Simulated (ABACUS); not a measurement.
# Zr: equation of state with PBE

Zr:

```
Zr
1.0
     3.23200    0.00000    0.00000
    -1.61600    2.79899    0.00000
     0.00000    0.00000    5.14700
Zr
2
Direct
  0.66667 0.33333 0.75000
  0.33333 0.66667 0.25000
```

| Quantity | Value |
| --- | --- |
| Program | ABACUS 3.10.1 |
| Task | equation of state |
| Functional | PBE |
| Potentials or basis | PseudoDojo NC SR 0.4.1 PBE standard |
| Cutoff | 1361 eV |
| Density cutoff | 5442 eV |
| Basis | TZDP LCAO (the cutoffs set its grid) |
| k mesh | 9 × 9 × 5 |
| Occupations | fermi-dirac, width 0.05 eV |
| Spin | no spin polarisation |

The equilibrium volume is 23.43 Å³/atom, the bulk modulus at fixed shape and positions is 96 GPa and the pressure derivative of the bulk modulus is 3.2.

Energy against volume, from the lowest point:
```csv
volume (Å³/atom),energy (meV/atom)
21.884,33.39
22.350,15.72
22.815,4.78
23.281,0.00
23.746,0.93
24.212,7.10
24.678,18.04
```

All runs of the series together: 63 s on 4 threads of INTEL(R) XEON(R) PLATINUM 8581C CPU @ 2.10GHz (Emerald Rapids), with other jobs on the host.

Caveat: the atomic orbitals were generated for these runs and aren't a published set; the cell was scaled at fixed shape and fractional positions, which overstates the stiffness of a crystal with free parameters, most of all of layers and chains; the basis of atomic orbitals isn't converged, which shifts pressures, moduli and gaps.
